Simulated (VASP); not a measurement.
# Cs (I4/mmm) in VASP: further runs

The runs below take Cs through single point, with PBE.

Program: VASP 6.6.1. These are calculated values, not measurements. Logs are shortened: lines on timing, memory, paths and dates and some standing lists are left out, and cuts for length are marked.

**1. Starting point**

It takes space group I4/mmm (No. 139, tetragonal). The conventional cell has a = 5.500 Å, b = 5.500 Å, c = 8.194 Å, α = 90.00°, β = 90.00°, γ = 90.00°.

This isn't the form of Cs at room conditions, which is bcc.

**2. Single point, PBE**

Contents of INCAR:

```
PREC = Accurate
ENCUT = 900
EDIFF = 1E-8
ISMEAR = 1
SIGMA = 0.05
LREAL = False
LASPH = True
NELM = 100
ALGO = Normal
ISIF = 2
LWAVE = False
LCHARG = False
GGA = PE
NBANDS = 10
ADDGRID = False
```

Contents of KPOINTS:

```
regular mesh
0
Gamma
  12 12 12
```

Contents of POSCAR:

```
Cs
1.0
   -2.6528630000      2.7200140000      3.9488130000
    2.8833600000     -2.6988260000      4.0893020000
    2.7318000000      2.7777640000     -3.9345920000
Cs
1
Direct
    0.0073440000      0.0133040000      0.0001460000
```

Potentials or basis: VASP PAW PBE potentials, release 64 (Cs_sv).

Launch:

```console
cat potpaw_PBE.64/Cs_sv/POTCAR > POTCAR
mpirun -np 1 vasp_std > vasp.out
```

OUTCAR:

```text
PREC = Accurate
   ENCUT = 900
   EDIFF = 1E-8
   ISMEAR = 1
   LREAL = False
   LASPH = True
   NELM = 100
   ISIF = 2
   GGA = PE

 ion  position               nearest neighbor table
   1  0.007  0.013  0.000-

  LATTYP: Found a triclinic cell.
 ALAT       =     5.4798980251
 B/A-ratio  =     1.4674446507
 C/A-ratio  =     1.0033695927
 COS(alpha) =     0.0056314112
 COS(beta)  =     0.4912230288
 COS(gamma) =     0.7077326843

  Lattice vectors:

 A1 = (  -2.6528630000,   2.7200140000,   3.9488130000)
 A2 = (   0.2304970000,   0.0211880000,   8.0381150000)
 A3 = (   0.0789370000,   5.4977780000,   0.0142210000)

Analysis of symmetry for initial positions (statically):
=====================================================================
 Subroutine PRICEL returns:
 Original cell was already a primitive cell.

 Routine SETGRP: Setting up the symmetry group for a
 triclinic supercell.

 Subroutine GETGRP returns: Found  2 space group operations
 (whereof  1 operations were pure point group operations)
 out of a pool of  2 trial point group operations.

The static configuration has the point symmetry C_1 .
 The point group associated with its full space group is S_2 .

Analysis of symmetry for dynamics (positions and initial velocities):
=====================================================================
 Subroutine PRICEL returns:
 Original cell was already a primitive cell.

 Routine SETGRP: Setting up the symmetry group for a
 triclinic supercell.

 Subroutine GETGRP returns: Found  2 space group operations
 (whereof  1 operations were pure point group operations)
 out of a pool of  2 trial point group operations.

The dynamic configuration has the point symmetry C_1 .
 The point group associated with its full space group is S_2 .

 Subroutine INISYM returns: Found  2 space group operations
 (whereof  1 operations are pure point group operations),
 and found     1 'primitive' translations

----------------------------------------------------------------------------------------

                                     Primitive cell

  volume of cell :     123.9483

  direct lattice vectors                    reciprocal lattice vectors
    -2.652863000  2.720014000  3.948813000    -0.005972949  0.181656419  0.124099719
     2.883360000 -2.698826000  4.089302000     0.174839185 -0.002819191  0.119401107
[... 88 lines left out ...]
   NFREE  =      0    steps in history (QN), initial steepest desc. (CG)
   ISIF   =      2    stress and relaxation
   ISYM   =      2    0-nonsym 1-usesym 2-fastsym
   POTIM  = 0.5000    time-step for ionic-motion
   TEBEG  =    0.0;   TEEND  =   0.0 temperature during run
   PSTRESS=    0.0 pullay stress
   NELECT =       9.0000    total number of electrons
   NUPDOWN=      -1.0000    fix difference up-down
   EMIN   =  10.00;   EMAX   =-10.00  energy-range for DOS
   EFERMI =   0.00;   METHOD = LEGACY
   ISMEAR =     1;   SIGMA  =   0.05  broadening in eV -4-tet -1-fermi 0-gaus
   EFERMI_NEDOS =   21; number of points for ismear=-14 and -15
   IALGO  =     38    algorithm
   IMIX   =      4    mixing-type and parameters
     AMIX     =   0.40;   BMIX     =  1.00
     AMIX_MAG =   1.60;   BMIX_MAG =  1.00
  volume/ion in A,a.u.               =     123.95       836.44
  Fermi-wavevector in a.u.,A,eV,Ry     =   0.682981  1.290648  6.346621  0.466464
  Thomas-Fermi vector in A             =   1.762213
   LORBIT       =      0    0 simple, 1 ext, 2 COOP (PROOUT), +10 PAW based schemes
   GGA     = PE    functional components
   LHFCALC =     F    Hartree Fock is set to
   AEXX    =    0.0000 exact exchange contribution
   IVDW    =     0    specifies the selected vdW correction
   LEPSILON=     F    determine dielectric tensor
   LRPA    =     F    only Hartree local field effects (RPA)
 non-spin polarized calculation
 Methfessel and Paxton  Order N= 1 SIGMA  =   0.05
  energy-cutoff  :      900.00
  volume of cell :      123.95
 maximum number of plane-waves:      7635
 NGX is ok and might be reduce to    54

 number of electron       9.0000000 magnetization

 Free energy of the ion-electron system (eV)
  ---------------------------------------------------
  ext. energy  EPLUGINS =         0.00000000
  ---------------------------------------------------
  free energy    TOTEN  =        -0.84701459 eV

  energy without entropy =       -0.84692208  energy(sigma->0) =       -0.84698375

 E-fermi :   0.2622     XC(G=0):  -5.2217

 val. band max:        0.2620802986   @ k =  -0.2500   0.0833   0.4167
 cond. band min:       0.2626003655   @ k =   0.5000  -0.1667   0.2500
 fundamental gap:      0.0005200668
 Fermi energy:         0.2621612502

 k-point     1 :       0.0000    0.0000    0.0000
  band No.  band energies     occupation
      1     -23.6259      2.00000
      2     -10.3841      2.00000
      3     -10.3772      2.00000
      4     -10.3758      2.00000
      5      -1.3292      2.00000
      6       2.4852      0.00000
      7       2.7455      0.00000
      8       2.7985      0.00000
      9       3.6081      0.00000
     10       3.7915      0.00000
[... 287 lines left out ...]
 k-point    24 :       0.3333    0.1667    0.0000
  band No.  band energies     occupation
      1     -23.6217      2.00000
      2     -10.4635      2.00000
      3     -10.4111      2.00000
      4     -10.3951      2.00000
      5       0.0697      2.00000
      6       1.4102      0.00000
      7       2.0486      0.00000
      8       2.8505      0.00000
      9       3.8279      0.00000
     10       4.0999      0.00000

 [... further k-points ...]

------------------------ aborting loop because EDIFF is reached ----------------------------------------

  FORCE on cell =-STRESS in cart. coord.  units (eV):
  Direction    XX          YY          ZZ          XY          YZ          ZX
  --------------------------------------------------------------------------------------
  -------------------------------------------------------------------------------------
  Total       -0.0930466     -0.0446518     -0.0764189     -0.0024911     -0.0049317     -0.0524414
  in kB       -1.2027372     -0.5771768     -0.9878037     -0.0322004     -0.0637480     -0.6778664
  external PRESSURE =      -0.9225726 kB  Pullay stress =       0.0000000 kB

 VOLUME and BASIS-vectors are now :
 -----------------------------------------------------------------------------
  energy-cutoff  :      900.00
  volume of cell :      123.95
      direct lattice vectors                 reciprocal lattice vectors
    -2.652863000  2.720014000  3.948813000    -0.005972949  0.181656419  0.124099719
     2.883360000 -2.698826000  4.089302000     0.174839185 -0.002819191  0.119401107
     2.731800000  2.777764000 -3.934592000     0.175719406  0.179382947 -0.005511685

 POSITION                                       TOTAL-FORCE (eV/Angst)
 -----------------------------------------------------------------------------------
      0.01928     -0.01552      0.08283         0.000000      0.000000      0.000000
 -----------------------------------------------------------------------------------
    total drift:                                0.000000      0.000001     -0.000000

  FREE ENERGIE OF THE ION-ELECTRON SYSTEM (eV)
  ---------------------------------------------------
  free  energy   TOTEN  =        -0.8470145880 eV

  energy  without entropy=       -0.8469220777  energy(sigma->0) =       -0.84698375
```

It took 23 min on 1 thread of Intel Xeon Platinum 8488C (Sapphire Rapids), shared host; peak memory 2.2 GiB.

Results:

- Free energy: -0.8470 eV
- Pressure: -0.1 GPa
- Band gap on the k mesh: none (metal or under the smearing width)

**3. Single point, PBE**

This run uses another cell than the first one, of the same volume but with other edges.

Edit INCAR of step 2 so:

```diff
@@ -1,6 +1,6 @@
 PREC = Accurate
-ENCUT = 900
-EDIFF = 1E-8
+ENCUT = 250
+EDIFF = 1E-6
 ISMEAR = 1
-SIGMA = 0.05
+SIGMA = 0.15
 LREAL = False
```

Contents of KPOINTS:

```
regular mesh
0
Gamma
  2 2 2
```

Contents of POSCAR:

```
Cs
1.0
   -2.7500754600      2.7500754600      4.0972389800
    2.7500754600     -2.7500754600      4.0972389800
    2.7500754600      2.7500754600     -4.0972389800
Cs
1
Direct
    0.0000000000      0.0000000000      0.0000000000
```

Potentials or basis: VASP PAW PBE potentials, release 64 (Cs_sv).

Launch:

```console
cat potpaw_PBE.64/Cs_sv/POTCAR > POTCAR
mpirun -np 1 vasp_std > vasp.out
```

It took 2.7 s on 1 thread of Intel Xeon Platinum 8488C (Sapphire Rapids), shared host; peak memory 0.15 GiB.

These settings aren't checked as converged: the numbers below hold their error.

Results:

- Free energy: -0.7163 eV
- Band gap on the k mesh: none (metal or under the smearing width)

Caveat: the k mesh is coarse (spacing up to 0.81 Å⁻¹), so the values aren't converged; the cutoff is under 1.25 times the usual one of these potentials, so pressure, stress and relaxed cells hold a basis-set (Pulay) error.

**4. Single point, PBE**

INCAR is that of step 3.

KPOINTS is that of step 3.

Contents of POSCAR:

```
Cs
1.0
   -2.6528630000      2.7200140000      3.9488130000
    2.8833600000     -2.6988260000      4.0893020000
    2.7318000000      2.7777640000     -3.9345920000
Cs
1
Direct
    0.0073440000      0.0133040000      0.0001460000
```

Potentials or basis: VASP PAW PBE potentials, release 64 (Cs_sv).

Launch:

```console
cat potpaw_PBE.64/Cs_sv/POTCAR > POTCAR
mpirun -np 1 vasp_std > vasp.out
```

OUTCAR:

```text
PREC = Accurate
   ENCUT = 250
   EDIFF = 1E-6
   ISMEAR = 1
   LREAL = False
   LASPH = True
   NELM = 100
   ISIF = 2
   GGA = PE

 Found      8 irreducible k-points:

 Following reciprocal coordinates:
            Coordinates               Weight
  0.000000  0.000000  0.000000      1.000000
  0.500000  0.000000  0.000000      1.000000
  0.000000  0.500000  0.000000      1.000000
  0.500000  0.500000  0.000000      1.000000
  0.000000 -0.000000  0.500000      1.000000
  0.500000  0.000000  0.500000      1.000000
   k-points           NKPTS =      8   k-points in BZ     NKDIM =      8   number of bands    NBANDS=     10
   number of dos      NEDOS =    301   number of ions     NIONS =      1
   total plane-waves  NPLWV =  25200
   dimension x,y,z NGX =    28 NGY =   30 NGZ =   30
   dimension x,y,z NGXF=    56 NGYF=   60 NGZF=   60
   ions per type =               1
   NGX,Y,Z   is equivalent  to a cutoff of   8.49,  8.77,  9.01 a.u.
   NGXF,Y,Z  is equivalent  to a cutoff of  16.99, 17.55, 18.01 a.u.
 SYSTEM =  unknown system
   PREC   = accura    normal or accurate (medium, high low for compatibility)
   ISTART =      0    job   : 0-new  1-cont  2-samecut
   ICHARG =      2    charge: 1-file 2-atom 10-const
   ISPIN  =      1    spin polarized calculation?
   LNONCOLLINEAR =      F non collinear calculations
   LSORBIT =      F    spin-orbit coupling
   LASPH  =      T    aspherical Exc in radial PAW
[... 62 lines left out ...]
      3     -10.2822      2.00000
      4     -10.2680      2.00000
      5      -1.2525      2.00000
      6       2.5056     -0.00000
      7       2.7808     -0.00000
      8       2.8390     -0.00000
      9       3.6638      0.00000
     10       3.8454      0.00000
[... 53 lines left out ...]
 k-point     6 :       0.5000    0.0000    0.5000
  band No.  band energies     occupation
      1     -23.5190      2.00000
      2     -10.3861      2.00000
      3     -10.3201      2.00000
      4     -10.2997      2.00000
      5       0.3509      1.02072
      6       1.1758     -0.00000
      7       2.3886     -0.00000
      8       2.7391     -0.00000
      9       4.3789      0.00000
     10       4.5820      0.00000

 [... further k-points ...]

------------------------ aborting loop because EDIFF is reached ----------------------------------------

  FORCE on cell =-STRESS in cart. coord.  units (eV):
  Direction    XX          YY          ZZ          XY          YZ          ZX
  --------------------------------------------------------------------------------------
  -------------------------------------------------------------------------------------
  Total       -0.2980966     -0.2990927     -0.3433728     -0.0243199      0.0129424      0.1065751
  in kB       -3.8532496     -3.8661246     -4.4384975     -0.3143633      0.1672960      1.3776086
  external PRESSURE =      -4.0526239 kB  Pullay stress =       0.0000000 kB

 VOLUME and BASIS-vectors are now :
 -----------------------------------------------------------------------------
  energy-cutoff  :      250.00
  volume of cell :      123.95
      direct lattice vectors                 reciprocal lattice vectors
    -2.652863000  2.720014000  3.948813000    -0.005972949  0.181656419  0.124099719
     2.883360000 -2.698826000  4.089302000     0.174839185 -0.002819191  0.119401107
     2.731800000  2.777764000 -3.934592000     0.175719406  0.179382947 -0.005511685

 POSITION                                       TOTAL-FORCE (eV/Angst)
 -----------------------------------------------------------------------------------
      0.01928     -0.01552      0.08283         0.000000      0.000000     -0.000000
 -----------------------------------------------------------------------------------
    total drift:                               -0.000014     -0.000022      0.000001

  FREE ENERGIE OF THE ION-ELECTRON SYSTEM (eV)
  ---------------------------------------------------
  free  energy   TOTEN  =        -0.7215346079 eV

  energy  without entropy=       -0.7105670530  energy(sigma->0) =       -0.71787876
```

stdout:

```text
POSCAR found type information on POSCAR Cs
 POSCAR found :  1 types and       1 ions
 scaLAPACK will be used
 LDA part: xc-table for (Slater+PW92), standard interpolation
 POSCAR, INCAR and KPOINTS ok, starting setup
 FFT: planning ... GRIDC
 FFT: planning ... GRID_SOFT
 FFT: planning ... GRID
 WAVECAR not read
 entering main loop
```

It took 3.1 s on 1 thread of Intel Xeon Platinum 8488C (Sapphire Rapids), shared host; peak memory 0.15 GiB.

The run converged, but some of its settings lie outside the range that counts as converged, so its numbers aren't taken as properties of the crystal.

What came out:

* Free energy: -0.7215 eV
* Band gap on the k mesh: none (metal or under the smearing width)

Caveat: the k mesh is coarse (spacing up to 0.79 Å⁻¹), so the values aren't converged; the cutoff is under 1.25 times the usual one of these potentials, so pressure, stress and relaxed cells hold a basis-set (Pulay) error.

**5. The reference run**

An earlier run on the cell as given: functional PBE; potentials or basis VASP PAW PBE potentials, release 64 (Cs_sv); cutoff 520 eV; k mesh 7 × 7 × 7; occupations fermi-dirac, width 0.05 eV; no spin polarisation.

- Pressure: -0.1 GPa
- Band gap on the k mesh: none (metal or under the smearing width)
